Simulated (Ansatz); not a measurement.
α-quartz-type GeO₂ (metastable phase), treated with rVV10 (Ansatz, an electronic-structure program, plane waves, PAW).

Settings: plane-wave cutoff 520 eV, 12×12×6 k mesh (along the axes of the cell as run), Fermi–Dirac smearing 0.01 eV, scalar-relativistic PAW data made under PBE.

Shape and atoms are relaxed at each volume.

Pressure at four volumes; x = ln(V/13.745 Å³). One pressure is withheld.

| V (Å³/atom) | x | P (GPa) |
|---|---|---|
| 13.195 | -0.0408 | 1.82 |
| 13.745 | 0.0000 | 0.00 |
| 14.020 | 0.0198 | -0.79 |
| 14.295 | 0.0392 | ? |

Q: Pass a parabola P(x) through the three rows shown, estimate the bulk modulus and its pressure derivative near zero pressure, and predict the withheld pressure.

A: Slopes between the rows: (0.00 − (1.82))/(0.0000 − (-0.0408)) = -44.61 and (-0.79 − (0.00))/(0.0198 − (0.0000)) = -39.90 GPa. Their difference over the span 0.0606 is c = 4.71/0.0606 = 77.7 GPa, so P(x) = 1.82 + (-44.61)(x − (-0.0408)) + 77.7 (x − (-0.0408))(x − (0.0000)). At the middle row B = −dP/dx = −[-44.61 + 77.7 × 0.0408] = 41.4 GPa, and B′ = dB/dP = 2c/B = 3.8. At x = 0.0392 the parabola gives -1.51 GPa; the run gives -1.52 GPa. The Birch–Murnaghan fit to the energies at all volumes has B0 = 41.4 GPa and B′ = 3.6.

Measured, for comparison: bulk modulus 42 GPa (room temperature, not corrected to a static lattice, from measured elastic constants; as tabulated in Sevik and Bulutay (2007), arXiv:cond-mat/0610176). Computed (rounded) less measured: bulk modulus -1 %.

Note: the bulk modulus comes from volumes at which shape and atoms were relaxed.
